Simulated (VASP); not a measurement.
# C3H4 in VASP: further runs

One molecule, C3H4, is run at these levels: LDA; tasks: relaxation of the atoms, vibrations by finite differences.

All numbers are computed with VASP 6.6.1; they aren't measurements. Logs are shortened: lines on timing, memory, paths and dates and some standing lists are left out, and cuts for length are marked.

**1. The molecule as given**

The cell holds a molecule in a box, 7 atoms: a = 14.193 Å, b = 14.693 Å, c = 15.193 Å, α = 90.00°, β = 90.00°, γ = 90.00°.

**2. Relaxation of the atoms, LDA**

Contents of INCAR:

```
SYSTEM = H4C3
PREC = Accurate
ENCUT = 400
EDIFF = 1E-7
ISMEAR = 0
SIGMA = 0.01
LREAL = .FALSE.
LASPH = .TRUE.
NELM = 60
ALGO = Normal
ISIF = 2
LWAVE = .FALSE.
LCHARG = .FALSE.
GGA = CA
IBRION = 2
NSW = 120
EDIFFG = -0.03
ISYM = 0
```

Contents of KPOINTS:

```
regular mesh
0
G
  1 1 1
  0 0 0
```

Contents of POSCAR:

```
H4C3
1.0
   14.1932882215      0.0000000000      0.0000000000
    0.0000000000     14.6932882215      0.0000000000
    0.0000000000      0.0000000000     15.1932882215
C H
3 4
Selective dynamics
Direct
    0.4283722568      0.5003021098      0.5888092643  F F F
    0.4790789752      0.5024441644      0.5259622827  T T T
    0.5403337603      0.5051299418      0.4500015862  T T T
    0.3839200292      0.4984439373      0.6439008615  T T T
    0.5398195171      0.5730782506      0.4212480140  T T T
    0.5163311150      0.4563804818      0.4008140347  T T T
    0.6121443464      0.4880415141      0.4692639566  T T T
```

Potentials or basis: VASP PAW LDA potentials, release 64 (C, H).

Run with:

```bash
> cat potpaw_LDA.64/C/POTCAR potpaw_LDA.64/H/POTCAR > POTCAR
> mpirun -np 1 vasp_gam > vasp.out
```

OUTCAR:

```text
SYSTEM = H4C3
   PREC = Accurate
   ENCUT = 400
   EDIFF = 1E-7
   ISMEAR = 0
   LREAL = .FALSE.
   LASPH = .TRUE.
   NELM = 60
   ISIF = 2
   GGA = CA
   IBRION = 2
   NSW = 120
   EDIFFG = -0.03
   ISYM = 0

 ion  position               nearest neighbor table
   1  0.428  0.500  0.589-   4 1.05   2 1.20
   2  0.479  0.502  0.526-   1 1.20   3 1.45
   3  0.540  0.505  0.450-   7 1.09   6 1.09   5 1.09   2 1.45
   4  0.384  0.498  0.644-   1 1.05
   5  0.540  0.573  0.421-   3 1.09
   6  0.516  0.456  0.401-   3 1.09
   7  0.612  0.488  0.469-   3 1.09

IMPORTANT INFORMATION: All symmetrisations will be switched off!
NOSYMM: (Re-)initialisation of all symmetry stuff for point group C_1.

----------------------------------------------------------------------------------------

                                     Primitive cell

  volume of cell :    3168.5006

  direct lattice vectors                    reciprocal lattice vectors
    14.193288221  0.000000000  0.000000000     0.070455837  0.000000000  0.000000000
     0.000000000 14.693288221  0.000000000     0.000000000  0.068058285  0.000000000
     0.000000000  0.000000000 15.193288221     0.000000000  0.000000000  0.065818537

  length of vectors
    14.193288221 14.693288221 15.193288221     0.070455837  0.068058285  0.065818537

  position of ions in fractional coordinates (direct lattice)
     0.428372257  0.500302110  0.588809264
     0.479078975  0.502444164  0.525962283
     0.540333760  0.505129942  0.450001586
     0.383920029  0.498443937  0.643900862
     0.539819517  0.573078251  0.421248014
     0.516331115  0.456380482  0.400814035
     0.612144346  0.488041514  0.469263957

  ion indices of the primitive-cell ions
   primitive index   ion index
                 1           1
                 2           2
                 3           3
                 4           4
                 5           5
                 6           6
                 7           7

----------------------------------------------------------------------------------------

 KPOINTS: regular mesh

Automatic generation of k-mesh.
 Grid dimensions read from file:
 generate k-points for:    1    1    1

 Generating k-lattice:

  Cartesian coordinates                     Fractional coordinates (reciprocal lattice)
[... 42 lines left out ...]
   ISIF   =      2    stress and relaxation
   ISYM   =      0    0-nonsym 1-usesym 2-fastsym
   POTIM  = 0.5000    time-step for ionic-motion
   TEBEG  =    0.0;   TEEND  =   0.0 temperature during run
   PSTRESS=    0.0 pullay stress
   NELECT =      16.0000    total number of electrons
   NUPDOWN=      -1.0000    fix difference up-down
   EMIN   =  10.00;   EMAX   =-10.00  energy-range for DOS
   EFERMI =   0.00;   METHOD = LEGACY
   ISMEAR =     0;   SIGMA  =   0.01  broadening in eV -4-tet -1-fermi 0-gaus
   EFERMI_NEDOS =   21; number of points for ismear=-14 and -15
   IALGO  =     38    algorithm
   IMIX   =      4    mixing-type and parameters
     AMIX     =   0.40;   BMIX     =  1.00
     AMIX_MAG =   1.60;   BMIX_MAG =  1.00
  volume/ion in A,a.u.               =     452.64      3054.59
  Fermi-wavevector in a.u.,A,eV,Ry     =   0.280865  0.530757  1.073294  0.078885
  Thomas-Fermi vector in A             =   1.130062
   LORBIT       =      0    0 simple, 1 ext, 2 COOP (PROOUT), +10 PAW based schemes
   GGA     = CA    functional components
   LHFCALC =     F    Hartree Fock is set to
   AEXX    =    0.0000 exact exchange contribution
   IVDW    =     0    specifies the selected vdW correction
   LEPSILON=     F    determine dielectric tensor
   LRPA    =     F    only Hartree local field effects (RPA)
 conjugate gradient relaxation of ions
 non-spin polarized calculation
 Gauss-broadening in eV      SIGMA  =   0.01
  energy-cutoff  :      400.00
  volume of cell :     3168.50
 maximum number of plane-waves:     28781
 NGX is ok and might be reduce to    96
   NGX = 47   NGY = 47   NGZ = 49

--------------------------------------- Ionic step        1  -------------------------------------------

 number of electron      16.0000003 magnetization

 Free energy of the ion-electron system (eV)
  ---------------------------------------------------
  ext. energy  EPLUGINS =         0.00000000
  ---------------------------------------------------
  free energy    TOTEN  =       -41.87267821 eV

  energy without entropy =      -41.87267821  energy(sigma->0) =      -41.87267821

------------------------ aborting loop because EDIFF is reached ----------------------------------------

  FORCE on cell =-STRESS in cart. coord.  units (eV):
  Direction    XX          YY          ZZ          XY          YZ          ZX
  --------------------------------------------------------------------------------------
  -------------------------------------------------------------------------------------
  Total        0.5366162     -0.1201096      1.0357056      0.0285115     -0.0386076     -0.8666562
  in kB        0.2713442     -0.0607343      0.5237127      0.0144171     -0.0195223     -0.4382316
  external PRESSURE =       0.2447742 kB  Pullay stress =       0.0000000 kB
[... 104 lines left out ...]
  FREE ENERGIE OF THE ION-ELECTRON SYSTEM (eV)
  ---------------------------------------------------
  free  energy   TOTEN  =       -41.8917630935 eV

  energy  without entropy=      -41.8917630935  energy(sigma->0) =      -41.89176309

[... ionic steps 4 to 11 ...]

--------------------------------------- Ionic step       12  -------------------------------------------

 number of electron      16.0000003 magnetization

------------------------ aborting loop because EDIFF is reached ----------------------------------------
[... 77 lines left out ...]
--------------------------------------- Ionic step       14  -------------------------------------------

 number of electron      16.0000003 magnetization

 Free energy of the ion-electron system (eV)
  ---------------------------------------------------
  ext. energy  EPLUGINS =         0.00000000
  ---------------------------------------------------
  free energy    TOTEN  =       -41.90320683 eV

  energy without entropy =      -41.90320683  energy(sigma->0) =      -41.90320683

 E-fermi :  -6.4413     XC(G=0):  -0.3672

 val. band max:       -6.5479228079   @ k =   0.0000   0.0000   0.0000
 cond. band min:      -0.4517776933   @ k =   0.0000   0.0000   0.0000
 fundamental gap:      6.0961451146
 Fermi energy:        -6.4412700659

 k-point     1 :       0.0000    0.0000    0.0000
  band No.  band energies     occupation
      1     -19.2358      2.00000
      2     -17.1287      2.00000
      3     -12.7853      2.00000
      4     -11.1930      2.00000
      5     -10.5636      2.00000
      6     -10.5623      2.00000
      7      -6.5486      2.00000
      8      -6.5479      2.00000
      9      -0.4518      0.00000
     10      -0.0989      0.00000
     11      -0.0888      0.00000
     12       0.2051      0.00000
[... 32 lines left out ...]
  FREE ENERGIE OF THE ION-ELECTRON SYSTEM (eV)
  ---------------------------------------------------
  free  energy   TOTEN  =       -41.9032068285 eV

  energy  without entropy=      -41.9032068285  energy(sigma->0) =      -41.90320683

 reached required accuracy - stopping structural energy minimisation
```

It took 7.4 min on 1 thread of Intel Xeon Platinum 8488C (Sapphire Rapids), shared host; peak memory 1.1 GiB.

Results:

```yaml
Free_energy: -41.9032 eV
Energy_gained_by_relaxing: 4.4 meV/atom
Ionic_steps: 14
Gap_between_the_frontier_levels: 6.10 eV
```

The path:
```tsv
step	energy change (eV)	largest force (eV/Å)	pressure (GPa)
1	0.0000	1.0709	0.02
2	0.2259	7.3690	-0.07
3	-0.0191	0.8105	0.00
4	-0.0039	2.4894	-0.03
5	-0.0269	0.4046	-0.01
6	-0.0281	0.3049	-0.02
7	-0.0281	0.2847	-0.02
8	-0.0291	0.2815	-0.02
9	-0.0295	0.2806	-0.03
10	-0.0299	0.1546	-0.03
11	-0.0301	0.0648	-0.03
12	-0.0302	0.0574	-0.03
13	-0.0304	0.0393	-0.03
14	-0.0305	0.0135	-0.03
```

Final structure:
```
CELL_PARAMETERS angstrom
14.19329 0.00000 0.00000
0.00000 14.69329 0.00000
0.00000 0.00000 15.19329
ATOMIC_POSITIONS crystal
C 0.42837 0.50030 0.58881
C 0.47946 0.50249 0.52549
C 0.54034 0.50513 0.45000
H 0.38286 0.49838 0.64523
H 0.54097 0.57340 0.41970
H 0.51737 0.45624 0.39920
H 0.61356 0.48802 0.46794
```

Caveat: the cutoff is under 1.25 times the usual one of these potentials, so pressure, stress and relaxed cells hold a basis-set (Pulay) error; the standard files for N, O and F lose accuracy on very short bonds.

(Continued in part 2 of 2.)
